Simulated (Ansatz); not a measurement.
**128-atom supercell of zincblende CdSe**

Aim: the perfect cell at several levels of theory (PBEsol, HSE06 and r²SCAN), as the reference that defects and stacks are counted from.

All numbers are computed with Ansatz 0.2.0 (PAW, plane waves).

## 1. Starting point

128 atoms (64 Cd, 64 Se); a = 17.197 Å, b = 17.197 Å, c = 17.197 Å, α = 60.00°, β = 60.00°, γ = 60.00°.

Steps to follow: (2) PBEsol cell relaxation at the single k point (½, ½, ½), on 1 × NVIDIA GB200 with 8 threads of Arm Neoverse-V2; (3) HSE06 single point at the Γ point alone, on 1 × NVIDIA GB200 with 8 threads of Arm Neoverse-V2; (4) r²SCAN single point at the Γ point alone, on 1 × NVIDIA GB200 with 8 threads of Arm Neoverse-V2.

## 2. Relaxing cell and atoms with PBEsol

File in.yaml:

```yaml
crystal:
  lattice:
    - [0.000000, 12.160000, 12.160000]
    - [12.160000, 0.000000, 12.160000]
    - [12.160000, 12.160000, 0.000000]
  atoms:
    - { symbol: Cd, position: [0.000000, 0.000000, 0.000000] }
    - { symbol: Cd, position: [0.500000, 0.000000, 0.000000] }
    - { symbol: Cd, position: [0.000000, 0.500000, 0.000000] }
    - { symbol: Cd, position: [0.000000, 0.000000, 0.500000] }
    - { symbol: Cd, position: [0.250000, 0.250000, 0.250000] }
    - { symbol: Cd, position: [0.500000, 0.500000, 0.000000] }
    - { symbol: Cd, position: [0.500000, 0.000000, 0.500000] }
    - { symbol: Cd, position: [0.750000, 0.250000, 0.250000] }
    - { symbol: Cd, position: [0.000000, 0.500000, 0.500000] }
    - { symbol: Cd, position: [0.250000, 0.750000, 0.250000] }
    - { symbol: Cd, position: [0.250000, 0.250000, 0.750000] }
    - { symbol: Cd, position: [0.500000, 0.500000, 0.500000] }
    - { symbol: Cd, position: [0.750000, 0.750000, 0.250000] }
    - { symbol: Cd, position: [0.750000, 0.250000, 0.750000] }
    - { symbol: Cd, position: [0.250000, 0.750000, 0.750000] }
    - { symbol: Cd, position: [0.750000, 0.750000, 0.750000] }
    - { symbol: Cd, position: [0.000000, 0.000000, 0.250000] }
    - { symbol: Cd, position: [0.250000, 0.250000, 0.000000] }
    - { symbol: Cd, position: [0.500000, 0.000000, 0.250000] }
    - { symbol: Cd, position: [0.750000, 0.250000, 0.000000] }
    - { symbol: Cd, position: [0.000000, 0.500000, 0.250000] }
    - { symbol: Cd, position: [0.250000, 0.750000, 0.000000] }
    - { symbol: Cd, position: [0.000000, 0.000000, 0.750000] }
    - { symbol: Cd, position: [0.250000, 0.250000, 0.500000] }
    - { symbol: Cd, position: [0.500000, 0.500000, 0.250000] }
    - { symbol: Cd, position: [0.750000, 0.750000, 0.000000] }
    - { symbol: Cd, position: [0.500000, 0.000000, 0.750000] }
    - { symbol: Cd, position: [0.750000, 0.250000, 0.500000] }
    - { symbol: Cd, position: [0.000000, 0.500000, 0.750000] }
    - { symbol: Cd, position: [0.250000, 0.750000, 0.500000] }
    - { symbol: Cd, position: [0.500000, 0.500000, 0.750000] }
    - { symbol: Cd, position: [0.750000, 0.750000, 0.500000] }
    - { symbol: Cd, position: [0.000000, 0.250000, 0.000000] }
    - { symbol: Cd, position: [0.250000, 0.000000, 0.250000] }
    - { symbol: Cd, position: [0.500000, 0.250000, 0.000000] }
    - { symbol: Cd, position: [0.750000, 0.000000, 0.250000] }
    - { symbol: Cd, position: [0.000000, 0.750000, 0.000000] }
    - { symbol: Cd, position: [0.000000, 0.250000, 0.500000] }
    - { symbol: Cd, position: [0.250000, 0.500000, 0.250000] }
    - { symbol: Cd, position: [0.500000, 0.750000, 0.000000] }
    - { symbol: Cd, position: [0.250000, 0.000000, 0.750000] }
    - { symbol: Cd, position: [0.500000, 0.250000, 0.500000] }
    - { symbol: Cd, position: [0.750000, 0.500000, 0.250000] }
    - { symbol: Cd, position: [0.750000, 0.000000, 0.750000] }
    - { symbol: Cd, position: [0.000000, 0.750000, 0.500000] }
    - { symbol: Cd, position: [0.250000, 0.500000, 0.750000] }
    - { symbol: Cd, position: [0.500000, 0.750000, 0.500000] }
    - { symbol: Cd, position: [0.750000, 0.500000, 0.750000] }
    - { symbol: Cd, position: [0.250000, 0.000000, 0.000000] }
    - { symbol: Cd, position: [0.750000, 0.000000, 0.000000] }
    - { symbol: Cd, position: [0.000000, 0.250000, 0.250000] }
    - { symbol: Cd, position: [0.250000, 0.500000, 0.000000] }
    - { symbol: Cd, position: [0.250000, 0.000000, 0.500000] }
    - { symbol: Cd, position: [0.500000, 0.250000, 0.250000] }
    - { symbol: Cd, position: [0.750000, 0.500000, 0.000000] }
    - { symbol: Cd, position: [0.750000, 0.000000, 0.500000] }
    - { symbol: Cd, position: [0.000000, 0.750000, 0.250000] }
    - { symbol: Cd, position: [0.000000, 0.250000, 0.750000] }
    - { symbol: Cd, position: [0.250000, 0.500000, 0.500000] }
    - { symbol: Cd, position: [0.500000, 0.750000, 0.250000] }
    - { symbol: Cd, position: [0.500000, 0.250000, 0.750000] }
    - { symbol: Cd, position: [0.750000, 0.500000, 0.500000] }
    - { symbol: Cd, position: [0.000000, 0.750000, 0.750000] }
    - { symbol: Cd, position: [0.500000, 0.750000, 0.750000] }
    - { symbol: Se, position: [0.062500, 0.062500, 0.062500] }
    - { symbol: Se, position: [0.562500, 0.062500, 0.062500] }
    - { symbol: Se, position: [0.062500, 0.562500, 0.062500] }
    - { symbol: Se, position: [0.062500, 0.062500, 0.562500] }
    - { symbol: Se, position: [0.312500, 0.312500, 0.312500] }
    - { symbol: Se, position: [0.562500, 0.562500, 0.062500] }
    - { symbol: Se, position: [0.562500, 0.062500, 0.562500] }
    - { symbol: Se, position: [0.812500, 0.312500, 0.312500] }
    - { symbol: Se, position: [0.062500, 0.562500, 0.562500] }
    - { symbol: Se, position: [0.312500, 0.812500, 0.312500] }
    - { symbol: Se, position: [0.312500, 0.312500, 0.812500] }
    - { symbol: Se, position: [0.562500, 0.562500, 0.562500] }
    - { symbol: Se, position: [0.812500, 0.812500, 0.312500] }
    - { symbol: Se, position: [0.812500, 0.312500, 0.812500] }
    - { symbol: Se, position: [0.312500, 0.812500, 0.812500] }
    - { symbol: Se, position: [0.812500, 0.812500, 0.812500] }
    - { symbol: Se, position: [0.062500, 0.062500, 0.312500] }
    - { symbol: Se, position: [0.312500, 0.312500, 0.062500] }
    - { symbol: Se, position: [0.562500, 0.062500, 0.312500] }
    - { symbol: Se, position: [0.812500, 0.312500, 0.062500] }
    - { symbol: Se, position: [0.062500, 0.562500, 0.312500] }
    - { symbol: Se, position: [0.312500, 0.812500, 0.062500] }
    - { symbol: Se, position: [0.062500, 0.062500, 0.812500] }
    - { symbol: Se, position: [0.312500, 0.312500, 0.562500] }
    - { symbol: Se, position: [0.562500, 0.562500, 0.312500] }
    - { symbol: Se, position: [0.812500, 0.812500, 0.062500] }
    - { symbol: Se, position: [0.562500, 0.062500, 0.812500] }
    - { symbol: Se, position: [0.812500, 0.312500, 0.562500] }
    - { symbol: Se, position: [0.062500, 0.562500, 0.812500] }
    - { symbol: Se, position: [0.312500, 0.812500, 0.562500] }
    - { symbol: Se, position: [0.562500, 0.562500, 0.812500] }
    - { symbol: Se, position: [0.812500, 0.812500, 0.562500] }
    - { symbol: Se, position: [0.062500, 0.312500, 0.062500] }
    - { symbol: Se, position: [0.312500, 0.062500, 0.312500] }
    - { symbol: Se, position: [0.562500, 0.312500, 0.062500] }
    - { symbol: Se, position: [0.812500, 0.062500, 0.312500] }
    - { symbol: Se, position: [0.062500, 0.812500, 0.062500] }
    - { symbol: Se, position: [0.062500, 0.312500, 0.562500] }
    - { symbol: Se, position: [0.312500, 0.562500, 0.312500] }
    - { symbol: Se, position: [0.562500, 0.812500, 0.062500] }
    - { symbol: Se, position: [0.312500, 0.062500, 0.812500] }
    - { symbol: Se, position: [0.562500, 0.312500, 0.562500] }
    - { symbol: Se, position: [0.812500, 0.562500, 0.312500] }
    - { symbol: Se, position: [0.812500, 0.062500, 0.812500] }
    - { symbol: Se, position: [0.062500, 0.812500, 0.562500] }
    - { symbol: Se, position: [0.312500, 0.562500, 0.812500] }
    - { symbol: Se, position: [0.562500, 0.812500, 0.562500] }
    - { symbol: Se, position: [0.812500, 0.562500, 0.812500] }
    - { symbol: Se, position: [0.312500, 0.062500, 0.062500] }
    - { symbol: Se, position: [0.812500, 0.062500, 0.062500] }
    - { symbol: Se, position: [0.062500, 0.312500, 0.312500] }
    - { symbol: Se, position: [0.312500, 0.562500, 0.062500] }
    - { symbol: Se, position: [0.312500, 0.062500, 0.562500] }
    - { symbol: Se, position: [0.562500, 0.312500, 0.312500] }
    - { symbol: Se, position: [0.812500, 0.562500, 0.062500] }
    - { symbol: Se, position: [0.812500, 0.062500, 0.562500] }
    - { symbol: Se, position: [0.062500, 0.812500, 0.312500] }
    - { symbol: Se, position: [0.062500, 0.312500, 0.812500] }
    - { symbol: Se, position: [0.312500, 0.562500, 0.562500] }
    - { symbol: Se, position: [0.562500, 0.812500, 0.312500] }
    - { symbol: Se, position: [0.562500, 0.312500, 0.812500] }
    - { symbol: Se, position: [0.812500, 0.562500, 0.562500] }
    - { symbol: Se, position: [0.062500, 0.812500, 0.812500] }
    - { symbol: Se, position: [0.562500, 0.812500, 0.812500] }
kpoints:
  mp_grid: { grid: [1, 1, 1], shift: [0.5, 0.5, 0.5] }
hamiltonian:
  xc: pbesol
scf:
  occupations: { method: fermi_dirac, width: 0.01 }
relax:
  f_tol: 0.03
  max_steps: 80
  escape_saddle: false
  adjacent_minimum: "off"
  cell: { fix: [shape] }
output:
  forces: true
  eigenvalues: true
  populations: true
```

Started as:

```
ansatz run in.yaml --threads 8 --pin off --max-ram 118750MiB --runs-dir r --events-out ev --progress --plain --backend cuda --devices 0, --max-vram 170GiB
```

The runs that follow: Single point with HSE06; r²SCAN single point.

**Question.** What will these runs give? Wanted: for each run, top filled to lowest empty; energy; pressure.

The runs gave:

```
             level           time   k points  top filled to lowest empty (eV)  energy (eV/atom)  pressure (GPa)
PBEsol, relaxation    5.6 s (GPU)  (½, ½, ½)                             1.64        -6804.7049            0.05
             HSE06  5.6 min (GPU)          Γ                             1.57        -6865.0457               -
            r²SCAN     14 s (GPU)          Γ                             1.09        -6873.8944               -
```

| quantity | value |
| --- | --- |
| relaxation | 2 recorded steps, 0.00 eV gained |
| largest shift | 0.00 Å |
| relaxed cell | a = 17.197 Å, b = 17.197 Å, c = 17.197 Å, α = 60.00°, β = 60.00°, γ = 60.00° |

The atoms kept their fractional positions, and energy and volume hardly changed. At the same k points, r²SCAN gives a spacing 0.48 eV smaller than the 1.57 eV of HSE06. Rows on different k points differ by sampling as well as by level. The HSE06 single point took about 24 times as long as the r²SCAN one on the same kind of device. No spin–orbit coupling is included; with elements this heavy it would shift the edges. With one k point the spacing samples only the states that fold onto it, so it can exceed the gap over the zone.
